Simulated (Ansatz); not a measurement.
# Preparing SnO2 (P4_2/mnm) as a host crystal

Aim: the runs on the perfect crystal SnO2 (P4_2/mnm) that a defect calculation needs first.

Calculated with Ansatz 0.2.0; plane-wave PAW DFT, PBEsol; relaxation of the host's cell and atoms; PAW set soft_1, in the first sound run; inputs show where later runs differ.

## 1. The starting structure

Symmetry: P4_2/mnm, No. 136, tetragonal system. The conventional cell has a = 4.765 Å, b = 4.765 Å, c = 3.207 Å, α = 90.00°, β = 90.00°, γ = 90.00°. Sn has 6 O at 2.06 to 2.07 Å nearest. O has 3 Sn at 2.06 to 2.07 Å nearest. Farther neighbours and most contacts between anions are not listed.

## 2. Host cell relaxation

Cell and atoms are relaxed together, until forces and stress fall under their thresholds.

cell/input.yaml

```yaml
crystal:
  lattice:
    - [4.764818, 0.0, 0.0]
    - [0.0, 4.764818, 0.0]
    - [0.0, 0.0, 3.2074998]
  atoms:
    - { symbol: Sn, position: [0.5, 0.5, 0.5] }
    - { symbol: Sn, position: [0.0, 0.0, 0.0] }
    - { symbol: O, position: [0.1940277, 0.8059723, 0.5] }
    - { symbol: O, position: [0.8059723, 0.1940277, 0.5] }
    - { symbol: O, position: [0.3059723, 0.3059723, 0.0] }
    - { symbol: O, position: [0.6940277, 0.6940277, 0.0] }
basis:
  ecutwfc: 420
  xc_grid: 2
hamiltonian:
  xc: pbesol
  pseudopotentials: { kind: paw, azcp: { folder: soft_1 }, xc_functional: pbe }
kpoints:
  mp_grid: { grid: [6, 6, 9] }
scf:
  occupations: { method: fixed }
  max_iter: 100
relax:
  f_tol: 0.005
  max_steps: 60
  cell: {}
output:
  forces: true
  stress: true
checkpoint:
  write: "../cell.run"
  compress: false
  write_wavefunctions: false
  write_every: 100000
```

Run with:

```console
$ ansatz run input.yaml --threads 32 --pin off --max-ram 84787MiB --backend cuda --events-out ev --progress --plain --runs-dir out --max-vram 78GiB
```

Numbers of over 12 decimals in the logs are rounded to 6 here.

The program printed:

```text
[... repeated set-up lines and file paths are left out, and long positions are rounded to six places ...]
Engine: ansatz 0.2.0, aarch64-unknown-linux-gnu
Pseudopotentials: kind: paw
Pseudopotential: Sn, paw, valence charge 14, recommended cutoff 420 eV (normal), soft_1/Sn.paw.azcp
Pseudopotential: O, paw, valence charge 6, recommended cutoff 420 eV (normal), soft_1/O.paw.azcp
Functional definition: PBEsol
  exchange = pbesol_x
  correlation = pbesol_c
[...]
Crystal: 6 atoms, lattice volume = 72.821 Å³
Basis set: ecut = 420 eV, 1435 PW (Γ), exchange–correlation on 64×64×48 points (8 copies of the dense FFT grid, shifted against one another)
Bands: 32, of which v1, the nominal top of the filled ones, is band 26 counted from 1 (25 counted from 0)
Symmetry: 16 space group operations
Space group: P42/mnm (ITA 136), of the structure as read, at distance tolerance 4.2e-5 Å
k-points: 50 of 324
Non-local potential: Sn, projectors of the file, l = 0: 2, l = 1: 2, l = 2: 2, l = 3: 1
Non-local potential: O, projectors of the file, l = 0: 2, l = 1: 2, l = 2: 1
PAW form: soft (Blöchl's): semilocal exchange-correlation on the pseudo side does not see the compensation charge
PAW frozen core: Sn, regenerated for the run's functional, and the local potential with it (the file was generated under x = pbe(κ = 0.804, μ = 0.219515), c = pbe(β = 0.066725))
PAW frozen core: O, regenerated for the run's functional, and the local potential with it (the file was generated under x = pbe(κ = 0.804, μ = 0.219515), c = pbe(β = 0.066725))
PAW one-centre angular grid: Sn, 590 points (default); XC on 64 Gauss nodes
PAW one-centre angular grid: O, 110 points (default); XC on 64 Gauss nodes
Initial density: superposition of atomic densities (chi_scale 0.1, normalization cell, long waves kept (reshape's long-wave potential 0.00 eV rms))
Initial wavefunctions: pseudopotential atomic-orbital guess
[...]
Functional: x = pbesol(κ = 0.804, μ = 0.123457), c = pbesol(β = 0.046)
SCF iter   1: F=—  HF=-14143.802544 eV  |Δ(HF+E_count)|=         —  Δρ=6.92e-2  dr2=2.57e0  Hψ=6253
preconditioner: auto → Resta (q_TF=auto, 2.579 Å⁻¹)  ε∞=3.5  [insulator: Δε(μ)=1.325 eV  Ē_g=19.864 eV  n_scr=18 (ndim 8)  ℏωp=31.4 eV  f_vac=0.000  ε∞_Penn≈3.5]
SCF iter   2: F=—  HF=-14143.302944 eV  |Δ(HF+E_count)|=   5.00e-1  Δρ=3.50e-2  dr2=4.57e-1  Hψ=3383
SCF iter   3: F=—  HF=-14143.241614 eV  |Δ(HF+E_count)|=   6.13e-2  Δρ=1.03e-2  dr2=7.14e-2  Hψ=2375
automatic band count: iteration 3 solves 30 bands in place of 32: the levels show a gap, and the empty bands left out lie too high to hold charge; the band table lists the bands solved (type scf.n_extra_bands for more)
SCF iter   4: F=—  HF=-14143.235077 eV  |Δ(HF+E_count)|=   6.54e-3  Δρ=1.92e-3  dr2=2.06e-3  Hψ=2158
[...]
SCF iter   8: F=-14143.236967 eV  HF=-14143.236967 eV  |Δ(HF+E_count)|=   1.22e-7  Δρ=2.34e-6  dr2=3.57e-9  Hψ=5650
SCF 1 converged in 8 iterations: F = -14143.236967 eV  dr2 = 3.57e-9
  greatest PAW one-centre occupation: 0.997 electrons in one spin orbital (limit 2), on the Sn atom at site 0 (counted from 0), in its partial waves of l = 2
relax step   1: F+E_penalty+E_count = -14143.23696716 eV  Δ(F+E_penalty+E_count) = +0.000e0 eV  max|allowed force component| = 2.593e-2 eV/Å  Δτ_max = 0.0000 Å  P = +0.508 GPa  Ω = 72.821 Å³  (8 SCF iters, dr2 threshold 1.00e-7 eV, accepted)
[... the SCF cycles and remarks between the steps are left out from here to the last step ...]
relax step   2: F+E_penalty+E_count = -14143.23694322 eV  Δ(F+E_penalty+E_count) = +2.394e-5 eV  max|allowed force component| = 5.616e-3 eV/Å  Δτ_max = 0.0027 Å  P = +0.022 GPa  Ω = 72.990 Å³  energy of the carried Pulay correction = -4.132e-4 eV  (4 SCF iters, dr2 threshold 6.00e-7 eV, accepted)
relax step   3: F+E_penalty+E_count = -14143.23698640 eV  Δ(F+E_penalty+E_count) = -4.319e-5 eV  max|allowed force component| = 4.621e-3 eV/Å  Δτ_max = 0.0008 Å  P = -0.002 GPa  Ω = 73.008 Å³  energy of the carried Pulay correction = -4.569e-4 eV  (3 SCF iters, dr2 threshold 9.94e-8 eV, accepted)
relax step   4: F+E_penalty+E_count = -14143.23698161 eV  Δ(F+E_penalty+E_count) = +4.791e-6 eV  max|allowed force component| = 2.709e-3 eV/Å  Δτ_max = 0.0001 Å  P = -0.003 GPa  Ω = 73.013 Å³  energy of the carried Pulay correction = -4.695e-4 eV  (3 SCF iters, dr2 threshold 1.13e-8 eV, accepted)
[...]
iter 1 solved again at ethr=2.30e-8 eV; its pass at ethr=3.10e-3 eV (dr2=1.20e-5 eV) is discarded
SCF iter   1: F=—  HF=-14143.237307 eV  |Δ(HF+E_count)|=         —  Δρ=3.16e-5  dr2=4.72e-8  Hψ=11182
[...]
SCF iter   2: F=—  HF=-14143.237446 eV  |Δ(HF+E_count)|=   1.40e-4  Δρ=1.56e-5  dr2=1.09e-8  Hψ=2932
SCF iter   3: F=—  HF=-14143.237447 eV  |Δ(HF+E_count)|=   7.71e-7  Δρ=3.50e-6  dr2=7.31e-10  Hψ=1996
SCF iter   4: F=-14143.237447 eV  HF=-14143.237447 eV  |Δ(HF+E_count)|=   3.44e-8  Δρ=2.71e-7  dr2=2.52e-11  Hψ=10097
SCF 5 converged in 4 iterations: F = -14143.237447 eV  dr2 = 2.52e-11
relax step   5: F+E_penalty+E_count = -14143.23744719 eV  Δ(F+E_penalty+E_count) = -4.656e-4 eV  max|allowed force component| = 2.716e-3 eV/Å  Δτ_max = 0.0000 Å  P = +0.011 GPa  Ω = 73.013 Å³  stress off target by 3.40e-2 GPa  SCF on the basis re-selected at this cell (its energy is not comparable with the rows above)  (4 SCF iters)
basis re-selected at this cell: Δ(F+E_penalty+E_count) = -4.656e-4 eV, ΔP = +0.013 GPa vs the last step (what re-selecting the basis moved, of the pressure what is left beyond the Pulay correction that the steps carried, after the strain that the cell walked [...]
SCF converged after 4 iterations
Free energy (F): -14143.237447 eV
Harris-Foulkes:  -14143.237447 eV  (|F-HF|=1.07e-10)
Internal energy: -14143.237447 eV  (E = F + TS)
E sigma→0 (E₀):  -14143.237447 eV
Fermi energy:    9.130906 eV
--- Per-component energies (eV) ---
  E_band       = -133.811509
  E_kinetic    = 1015.120365
  E_local      = -3198.456364  (includes V_loc(G=0)·N_el)
  E_nonlocal   = 505.972971
  E_hartree    = 1449.202269
  E_xc         = -530.120326
  E_vxc        = -521.862761  (∫ρ·V_xc dr)
  E_paw        = -9229.311581  (= ΣΔE_a)
  E_vpaw       = -832.994282  (= ΣTr[D̂ρ^β])
  E_aug_tail   = 0.003906  (compensation charges beyond the density's cutoff)
  E_ewald      = -4156.359518
  E_core_change = 0.710831  (= ΣΔE_core)
  E_smearing   = -0.000000  (= −TS)
  E_closure    = -0.000000  (closes the sum)
  Σ components = -14143.237447   (vs F -14143.237447, Δ=0.00e0)
--- Forces (eV/Å), atoms counted from 1 ---
  atom   1  Sn     0.00000000     0.00000000     0.00000000
  atom   2  Sn     0.00000000     0.00000000     0.00000000
  atom   3  O     -0.00271553     0.00271553     0.00000000
  atom   4  O      0.00271553    -0.00271553     0.00000000
  atom   5  O      0.00271553     0.00271553     0.00000000
  atom   6  O     -0.00271553    -0.00271553     0.00000000
  max |Σ_I F_I| component: 1.73e-18 eV/Å
--- Stress (GPa, compression-positive) ---
        0.033016       0.000000       0.000000
        0.000000       0.033016       0.000000
        0.000000       0.000000      -0.034006
  P = ⅓ Tr σ = 0.0107 GPa (0.107 kbar)
--- Band table (eV; the first three rows and the last of 50) ---
  k-point 0: bands = ["-11.8868", "-11.1467", "-10.8980", "-10.8743", "-10.8743", "-10.7984", "-10.7537", "-10.6698", "-10.6413", [... rest cut ...]
  k-point 1: bands = ["-11.8302", "-11.0793", "-10.9864", "-10.9864", "-10.8765", "-10.8087", "-10.7490", "-10.6702", "-10.6574", [... rest cut ...]
--- Relaxed structure (4 steps of the walk, 4 accepted, 1 SCFs on fresh bases) ---
  F+E_penalty+E_count = -14143.23744719 eV   max|allowed force component| = 2.716e-3 eV/Å   (the final SCF, on the basis selected at the relaxed cell)
  cell:  # Å, volume = 73.0131 Å³
    - [4.767812, 0, 0.0]
    - [0, 4.767812, 0.0]
    - [0.0, 0.0, 3.211903]
  atoms:
    - { symbol: Sn, position: [0.500000, 0.500000, 0.500000] }
    - { symbol: Sn, position: [0, 0, 0.0] }
    - { symbol: O, position: [0.193728, 0.806272, 0.500000] }
    - { symbol: O, position: [0.806272, 0.193728, 0.500000] }
    - { symbol: O, position: [0.306272, 0.306272, 0.0] }
    - { symbol: O, position: [0.693728, 0.693728, 0.0] }
```

Elapsed: 2.6 s, on 1 × NVIDIA GB200 with 32 threads of Arm Neoverse V2, shared host; peak memory 0.98 GiB; 7.1 s of CPU time.

Relaxation path:

```tsv
step	energy less that of the first step (eV)	largest force component (eV/Å)	pressure (GPa)	volume (Å³)
1	0.0000	0.0259	0.51	72.82
2	0.0000	0.0056	0.02	72.99
3	0.0000	0.0046	0.00	73.01
4	0.0000	0.0027	0.00	73.01
5*	-0.0005	0.0027	0.01	73.01
```

Relaxation steps marked * repeat the geometry before them on a plane-wave basis chosen anew for their cell, so energy and pressure can jump there.

Forces are held to the 16 operations that the run works with; a distortion that breaks them can't arise in this run.

```tsv
conventional cell, symmetrised	before	after	change
a (Å)	4.765	4.768	+0.1 %
b (Å)	4.765	4.768	+0.1 %
c (Å)	3.207	3.212	+0.1 %
volume (Å³/atom)	12.14	12.17	+0.3 %
```

Final coordinates:

```xyz
6
Lattice="4.7678 0.0000 0.0000 0.0000 4.7678 0.0000 0.0000 0.0000 3.2119" Properties=species:S:1:pos:R:3 pbc="T T T"
Sn    2.3839    2.3839    1.6060
Sn    0.0000    0.0000    0.0000
O     0.9237    3.8441    1.6060
O     3.8441    0.9237    1.6060
O     1.4602    1.4602    0.0000
O     3.3076    3.3076    0.0000
```

Numbers from this step:

| Quantity | Value |
| --- | --- |
| pressure | 0.01068 GPa |

## 3. Dielectric tensors of the host

The response to a uniform electric field gives the electronic dielectric tensor.

This step: plane-wave PAW DFPT, PBEsol; dielectric tensors, Born charges and zone-centre modes of the host; PAW set soft_1 (Ansatz 0.2.0).

eps/input.yaml

```yaml
crystal:
  lattice:
    - [4.7678118222, 0.0, 0.0]
    - [0.0, 4.7678118222, 0.0]
    - [0.0, 0.0, 3.2119026566]
  atoms:
    - { symbol: Sn, position: [0.5, 0.5, 0.5] }
    - { symbol: Sn, position: [0.0, 0.0, 0.0] }
    - { symbol: O, position: [0.193727843, 0.806272157, 0.5] }
    - { symbol: O, position: [0.806272157, 0.193727843, 0.5] }
    - { symbol: O, position: [0.306272157, 0.306272157, 0.0] }
    - { symbol: O, position: [0.693727843, 0.693727843, 0.0] }
basis:
  ecutwfc: 420
hamiltonian:
  xc: pbesol
  pseudopotentials: { kind: paw, azcp: { folder: soft_1 }, xc_functional: pbe }
kpoints:
  mp_grid: { grid: [5, 5, 7] }
scf:
  occupations: { method: fixed }
  max_iter: 100
phonons:
  method: dfpt
  dielectric: true
  rigid_motions: translations
```

The program printed:

```text
[...]
Crystal: 6 atoms, lattice volume = 73.013 Å³
Basis set: ecut = 420 eV, 1435 PW (Γ), exchange–correlation on 64×64×48 points (8 copies of the dense FFT grid, shifted against one another)
Bands: 32, of which v1, the nominal top of the filled ones, is band 26 counted from 1 (25 counted from 0)
Symmetry: 16 space group operations
k-points: 88 of 175 (irreducible under 1 space group operation, time reversal used)
[...]
SCF iter   1: F=—  HF=-14143.798405 eV  |Δ(HF+E_count)|=         —  Δρ=6.90e-2  dr2=2.55e0  Hψ=10900
[...]
SCF iter   2: F=—  HF=-14143.303003 eV  |Δ(HF+E_count)|=   4.95e-1  Δρ=3.49e-2  dr2=4.57e-1  Hψ=5946
[...]
SCF iter  10: F=-14143.237194 eV  HF=-14143.237194 eV  |Δ(HF+E_count)|=  9.46e-11  Δρ=7.13e-8  dr2=1.97e-12  Hψ=19266
SCF 1 converged in 10 iterations: F = -14143.237194 eV  dr2 = 1.97e-12
[...]
the response reads at least the filled bands of the reference SCF and the lowest empty band at each k-point, and that SCF's band table does not vouch for those bands. The notice of the band table in this run's record says why
[...]
NSCF: frozen V_eff on 1 k-points
[...]
NSCF: frozen V_eff on 24 k-points, pencils in batches of 32, up to order 128
[...]
DFPT response loops at q = (0, 0, 0) (fractional): preconditioner auto → Resta (q_TF=auto, 2.578 Å⁻¹)  ε∞=8.1 (no band partly filled); β = 1.00, the filter's whole step (`scf.mixing.beta` (0.50) is not read by the response loops at its default; [...]
[...]
DFPT response loops at Γ: preconditioner auto → Resta (q_TF=auto, 2.578 Å⁻¹)  ε∞=8.1 (no band partly filled); β = 1.00, the filter's whole step (`scf.mixing.beta` (0.50) is not read by the response loops at its default; [...]
── the response to a field inside a basis, on 8×8×12 k-points: an SCF that follows is theirs, and a resumed run solves both again ──
[...]
Bands: 27, of which v1, the nominal top of the filled ones, is band 26 counted from 1 (25 counted from 0)
k-points: 60 of 768
[...]
Eigensolver: Dense (60 Hₖ)
[...]
SCF 1 converged in 4 iterations: F = -14143.141844 eV  dr2 = 6.75e-8
[...]
SCF converged after 10 iterations
[...]
--- Phonons (Γ-DFPT): 4 representative perturbations + reference (Σ response iterations 21) ---
  k mesh reduced under 1 symmetry operation, with k and −k counted as one. Each operation leaves every solved perturbation unchanged. A smaller set is not considered because the run solves the response to a homogeneous field
  ASR residual: 2.762e-5 → 0.000e0 eV/Å²; symmetrization residual: 2.592e-10 eV/Å²
  ASR residual per site (eV/Å²): 1.56e-5 1.56e-5 2.76e-5 2.76e-5 2.76e-5 2.76e-5
  Γ frequencies (cm⁻¹): 0.00 0.00 0.00 103.68 143.31 219.69 219.69 271.47 271.47 341.94 447.68 453.43 453.43 545.01 575.67 575.67 607.03 732.51
  ε∞ (high-frequency dielectric tensor):
        4.598334     0.000000     0.000000
        0.000000     4.598334     0.000000
        0.000000     0.000000     4.907023
  ε⁰ (static dielectric tensor: ions relaxed, cell fixed):
       13.480646    -0.000000     0.000000
       -0.000000    13.480646     0.000000
        0.000000     0.000000    10.415323
  ε⁰ − ε∞ (ionic part):
        8.882312    -0.000000     0.000000
       -0.000000     8.882312     0.000000
        0.000000     0.000000     5.508300
  softest optical mode at Γ: 103.68 cm⁻¹; the repairs (sum rule, projections) moved no ω² at Γ by more than (0.73 cm⁻¹)²
  Born effective charges Z* (e; rows j = field, columns β = displacement):
    site 0:
         4.13426   -0.49167    0.00000
        -0.49167    4.13426    0.00000
         0.00000    0.00000    4.54350
    site 1:
         4.13426    0.49167    0.00000
         0.49167    4.13426    0.00000
         0.00000    0.00000    4.54350
    site 2:
        -2.06713    0.75985   -0.00000
         0.75985   -2.06713   -0.00000
        -0.00000   -0.00000   -2.27175
    site 3:
        -2.06713    0.75985   -0.00000
         0.75985   -2.06713   -0.00000
        -0.00000   -0.00000   -2.27175
    site 4:
        -2.06713   -0.75985   -0.00000
        -0.75985   -2.06713   -0.00000
        -0.00000   -0.00000   -2.27175
    site 5:
        -2.06713   -0.75985   -0.00000
        -0.75985   -2.06713   -0.00000
        -0.00000   -0.00000   -2.27175
  Z* charge neutrality: 1.131e-2 e pre-enforcement
  solved inside a basis spanned on kpoints, on 8×8×12 k-points, its susceptibility summed on 10×10×14: ε∞ is read to err by 2.6e-2, Z* by 3.2e-2 e (field_mesh: kpoints solves on kpoints); Z* is corrected for what the basis lacks
  optical modes at Γ without the LO–TO term, one row a degenerate level:
      ω (cm⁻¹)  modes    IR ((D/Å)²/amu)
        103.68      1             0.0000
        143.31      1             0.0000
        219.69      2            19.6146
        271.47      2             4.8726
        341.94      1             0.0000
        447.68      1            37.7920
        453.43      2             0.0000
        545.01      1             0.0000
        575.67      2            44.9427
        607.03      1             0.0000
        732.51      1             0.0000
  optical modes at Γ + LO–TO along q̂ = [1.0000, 0.0000, 0.0000]:
      ω (cm⁻¹)  modes    IR ((D/Å)²/amu)
        103.68      1             0.0000
        143.31      1             0.0000
[...]
optical modes at Γ + LO–TO along q̂ = [0.0000, 1.0000, 0.0000]:
      ω (cm⁻¹)  modes    IR ((D/Å)²/amu)
[...]
732.51      1             0.0000
  optical modes at Γ + LO–TO along q̂ = [0.0000, 0.0000, 1.0000]:
      ω (cm⁻¹)  modes    IR ((D/Å)²/amu)
        103.68      1             0.0000
        143.31      1             0.0000
        219.69      2            19.6146
        271.47      2             4.8726
        341.94      1             0.0000
        453.43      2             0.0000
        545.01      1             0.0000
        575.67      2            44.9427
        607.03      1             0.0000
        652.23      1            37.7920
        732.51      1             0.0000
```

Run time: 11 s. Hardware: 1 × NVIDIA GB200 with 32 threads; peak memory 1.9 GiB.

Electronic dielectric tensor:

```
4.60 0.00 0.00
0.00 4.60 0.00
0.00 0.00 4.91
```

Static dielectric tensor:

```
13.48  0.00  0.00
 0.00 13.48  0.00
 0.00  0.00 10.42
```

The principal values of the electronic dielectric tensor are 4.60, 4.60 and 4.91. The principal values of the static dielectric tensor are 10.42, 13.48 and 13.48.

(Part 1 of 2 ends here.)

[Logs are printed without paths, hosts, clocks, repeated set-up lines and the standing remarks that a program may print on its own settings, such as how far it seeks lower states.]

[Hosts, paths, dates, database ids (printed as entryN), source tags and the programs' standing remarks are cut or masked in the printed files.]

[Runs of the host that timed out are not shown.]

[For some hosts the program warned that the k-mesh of the response run may be too coarse for force constants and the static dielectric constant; such warnings are not always shown.]

[The program warned that the k-mesh of a response run behind this text may be too coarse: force constants, and the static dielectric constant and all else formed from them, are not shown converged.]
